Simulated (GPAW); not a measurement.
Runs of GPAW 26.7.0 on ZnS (Wurtzite-2H). Symmetry: P6_3mc, No. 186, hexagonal system. Conventional cell: a = 3.811 Å, b = 3.811 Å, c = 6.234 Å, α = 90.00°, β = 90.00°, γ = 120.00°. Around Zn (site symmetry 3m) lie 4 S at 2.31 to 2.40 Å. Around S (site symmetry 3m) lie 4 Zn at 2.31 to 2.40 Å. 

| task | level | potentials or basis | cell | k mesh | optimizer | fmax | max steps | convergence | target pressure | gap on the mesh (eV) | pressure (GPa) | relaxed volume (Å³/atom) | largest force (eV/Å) |
| --- | --- | --- | --- | --- | --- | --- | --- | --- | --- | --- | --- | --- | --- |
| relaxation of cell and atoms | PBEsol | PAW data sets generated in the run's folder for this functional, pw | relaxed | 5 × 5 × 3 | BFGS | 0.02 eV/Å | 60 | density=1e-05 forces=0.0001 | - | 2.16 | 0.1 | 19.21 | 0.02 |
| relaxation of cell and atoms | PBEsol | PAW data sets generated in the run's folder for this functional, pw | relaxed to 10 GPa | 5 × 5 × 3 | BFGS | 0.02 eV/Å | 60 | density=1e-05 forces=0.0001 | 10 GPa | 2.59 | 9.9 | - | 0.01 |
| relaxation of cell and atoms | PBEsol | PAW data sets generated in the run's folder for this functional, pw | relaxed to 20 GPa | 5 × 5 × 3 | BFGS | 0.02 eV/Å | 60 | density=1e-05 forces=0.0001 | 20 GPa | 2.91 | 20.1 | - | - |
| relaxation of cell and atoms | revPBE+D3 | the program's PAW data sets (release 1.2.1) made for this functional, pw | relaxed | 6 × 6 × 3 | LBFGS | 0.02 eV/Å | 100 | - | - | (b) | 0.0 | 19.29 | 0.01 |
| band structure | C09-vdW | GPAW PAW data sets (gpaw-data 1.2.1), pw | as given | 6 × 6 × 3 | - | - | - | - | - | 2.20 | - | - | 0.33 |
| relaxation of cell and atoms | PBEsol | PAW data sets generated in the run's folder for this functional, pw | relaxed to 30 GPa | 5 × 5 × 3 | BFGS | 0.02 eV/Å | 60 | density=1e-05 forces=0.0001 | 30 GPa | (a) | 30.0 | - | 0.01 |
| band structure | M06-L | GPAW PAW data sets (gpaw-data 1.2.1), pw | as given | 6 × 6 × 3 | - | - | - | - | - | 2.78 | 2.4 | - | 0.39 |
| band structure | LDA | JTH PAW 2.0, LDA, pw | as given | 6 × 6 × 3 | - | - | - | - | - | 1.98 | -4.4 | - | 0.30 |

Alike in all rows: no spin polarisation; cutoff (eV) 600; smearing fermi-dirac 0.05 eV.

Q: Estimate the missing entries.

A: (a) 2.97; (b) 2.40.

Caveats: later steps reuse the first step's grids (some runs); the volume moved by over 15 % at a fixed basis, so the end points are rough (some runs); an odd mesh through Γ misses points on the zone boundary, where band edges often lie (some runs); the PAW data sets were made with another functional, which shifts forces and pressure a little (some runs); the program truncates these outside data sets (some runs).

Runs at the PBE level aren't shown here.
